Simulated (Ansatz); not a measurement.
# SnS2: how the settings move a single-point run

Question: which choices in the input matter for SnS2?

Computed with Ansatz 0.2.0 (reference: DFT, LDA, PAW with Ansatz's default frozen-core files, fully relativistic files with spin-orbit coupling; levels and slopes on a fine mesh, unless a step's input says otherwise).

**1. The structure to begin with**

Symmetry: P-3m1, No. 164, trigonal system. The conventional cell has a = 3.632 Å, b = 3.632 Å, c = 5.702 Å, α = 90.00°, β = 90.00°, γ = 120.00°. Sn (site symmetry -3m) is surrounded by 6 S at 2.56 Å. S (site symmetry 3m) has 3 Sn at 2.56 Å as nearest neighbours.

Structure file:

```
Sn S
1.0
     3.63218    0.00000    0.00000
    -1.81609    3.14556    0.00000
     0.00000    0.00000    5.70195
Sn S
1 2
Cartesian
  0.0000 0.0000 0.0000
  0.0000 2.0970 1.4670
  1.8161 1.0485 4.2349
```

**2. The reference run**

input.yaml

```yaml
crystal:
  lattice:
    - [3.63217631189, 0.0, 0.0]
    - [-1.81608815595, 3.14555695712, 0.0]
    - [0.0, 0.0, 5.70194914485]
  atoms:
    - { symbol: Sn, position: [0.0, 0.0, 0.0] }
    - { symbol: S, position: [0.333333333333, 0.666666666667, 0.257285856824] }
    - { symbol: S, position: [0.666666666667, 0.333333333333, 0.742714143176] }
kpoints:
  mp_grid: { grid: [6, 6, 4] }
scf:
  occupations: { method: fixed }
hamiltonian:
  xc: lda
  pseudopotentials: { kind: paw_fr }
magnetization:
  noncollinear: true
  spin_orbit: true
output:
  forces: true
  stress: true
  eigenvalues: true
  eigenstates:
    nscf_kmesh: { grid: [8, 8, 6] }
    de_dk: true
    e_range: [-9, 11.07357595722]
checkpoint:
  write: ck
  write_wavefunctions: false
```

Run with:

```
ansatz run input.yaml --threads 2 --pin off --max-ram 6144MiB --backend cpu --events-out ev --progress --plain --runs-dir out
```

**3. Variant: scf.algorithm density_mixing, mixing.algorithm msr1, mixing.beta 0.1, mixing.ndim 2, ecutwfc 14.7 Ry**

input.yaml: that of step 2 with these lines changed.

```diff
@@ -13,2 +13,4 @@
   occupations: { method: fixed }
+  algorithm: density_mixing
+  mixing: { algorithm: msr1, beta: 0.1, ndim: 2 }
 hamiltonian:
@@ -30 +32,3 @@
   write_wavefunctions: false
+basis:
+  ecutwfc: "14.7 Ry"
```

Q: Predict the outcome of this session. Wanted: for each run, ending; energy change; pressure; gap; force.

As calculated:

```csv
run,ending,energy change,pressure (GPa),gap (eV),force (eV/Å),cycles,time
reference,converged,0,0.0,1.14,0.01,-,23 s
"1: scf.algorithm density_mixing, mixing.algorithm msr1, mixing.beta 0.1, mixing.ndim 2, ecutwfc 14.7 Ry",converged,+1.90 eV/atom,-0.2,1.05,0.08,15,8.2 s
```

Residual by cycle in the longest SCF loop of each run; runs are numbered as in the table. The quantity is the density residual dr2, in eV.

```csv
cycle,reference,run 1
1,0.876,0.837
2,0.375,0.651
4,5.2e-4,0.00346
5,2.6e-5,1.4e-4
6,1.4e-6,1.1e-5
7,8.1e-8,1.8e-6
9,7.2e-10,1.1e-7
10,2.2e-11,2.4e-8
11,2.4e-13,1.6e-9
12,-,2.6e-10
14,-,1.4e-11
15,-,2.4e-12
```

Changing the solver, mixing and cutoff moves the energy by +1.90 eV/atom, and the gap on the mesh goes from 1.14 to 1.05 eV and the largest force goes from 0.01 to 0.08 eV/Å. The log warns that the cutoff is under what these potentials recommend, so the shift is basis error. Run 1 ran under the cutoff that the potentials recommend, as the log warns, so basis error is mixed into its values.

The gaps are Kohn-Sham values of a semilocal functional, not quasiparticle or optical gaps. Such gaps usually fall short of the measured ones.
